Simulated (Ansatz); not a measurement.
**GaSb: a line through a two-coordinate scan**

How does the energy of GaSb (Immm, No. 71; 2 atoms in the cell) vary with volume per atom, at stretch along a over the lengths across it = 0.948?

Program: Ansatz 0.2.0. Level of theory: DFT PBE, scalar-relativistic, plane waves, PAW. These are calculated values, not measurements.

20 further runs of the same task are left out: 1 that didn't finish, 19 set aside as unsound or not needed. Runs told in other sessions of the task aren't counted.

### Step 1. The starting structure

Symmetry: Immm, No. 71, orthorhombic system. The conventional cell has a = 3.212 Å, b = 5.190 Å, c = 5.766 Å, α = 90.00°, β = 90.00°, γ = 90.00°. Ga (site symmetry mmm) has 6 Sb at 2.88 to 3.05 Å and 2 Ga at 3.21 Å in its first shell of neighbours. Sb (site symmetry mmm) has 6 Ga at 2.88 to 3.05 Å and 2 Sb at 3.21 Å in its first shell of neighbours.

As a file:

```
Ga Sb
1.0
    -1.60581    2.59477    2.88295
     1.60581   -2.59477    2.88295
     1.60581    2.59477   -2.88295
Ga Sb
1 1
Direct
  0.00000 0.00000 0.00000
  0.50000 0.50000 0.00000
```

It goes back to an entry of the Materials Project, which need not be the stable form.

This cell was relaxed beforehand with the same method: volume 24.02 Å³/atom, gap on the mesh none (metal).

### Step 2. What is varied

The energy is mapped over volume and the cell's shape.

- volume per atom: 7 values from 20.18 to 27.87 Å³
- stretch along a over the lengths across it, relative to the relaxed cell: 7 values from 0.923 to 1.083

Nothing else is relaxed (symmetry fixes all fractional coordinates). Energies count from the relaxed crystal. Points are written as (first, second).

### Step 3. Grid point (20.18 Å³, 0.948)

The input, input.yaml:

```yaml
crystal:
  lattice:
    - [-1.4621563403, 2.4922425376, 2.7690358]
    - [1.4621563403, -2.4922425376, 2.7690358]
    - [1.4621563403, 2.4922425376, -2.7690358]
  atoms:
    - { symbol: Ga, position: [0.0, 0.0, 0.0] }
    - { symbol: Sb, position: [0.5, 0.5, 0.0] }
basis:
  ecutwfc: 420
kpoints:
  mp_grid: { grid: [18, 18, 18] }
hamiltonian:
  xc: pbe
  pseudopotentials: { kind: paw, azcp: { folder: soft_1 } }
scf:
  occupations: { method: gaussian, width: 0.15 }
output:
  forces: true
  stress: true
  eigenvalues: true
```

Command:

```bash
$ ansatz run input.yaml --threads 2 --pin off --max-ram 4096MiB --backend cpu --events-out ev --progress --plain --runs-dir out
```

The session goes on with these runs: the other points of the line.

Before running it: what results should come out? Wanted: for each run, volume per atom; energy; slope; pressure.

As calculated:

```
volume per atom (Å³)  step  energy (meV/atom)  slope (meV/atom per Å³)  pressure (GPa)
               20.18     3                153                      −88            14.1
               21.46     –                 67                      −50             8.0
               22.74     4                 22                      −22             3.5
               24.02     –                  8                       −1             0.2
               25.31     5                 17                       14            −2.3
               26.59     6                 42                       25            −4.0
               27.87     7                 80                       33            −5.3
```

Energies count from the relaxed crystal. Rows without a step come from runs not printed here or follow by symmetry. Slopes come from the forces (and the stress, where the cell changes), not from differences of energies.

What this shows: The lowest point computed on the line is at 24.02 Å³, 8 meV/atom from the zero. Energies and slopes round the minimum, fitted together, put the minimum at 24.101 Å³, with a curvature of about 13 meV/atom per (Å³)². V·d²E/dV² there is about 52 GPa, a bulk modulus under this line's constraint. The well is lopsided: two grid steps out, the energy rises by 59 meV/atom towards smaller values and 34 meV/atom towards larger ones. The highest point computed, at 20.18 Å³, lies 146 meV/atom above the lowest. This is one cut through a surface in two coordinates; the map's lowest point lies off it. Spin-orbit coupling is left out for Sb.
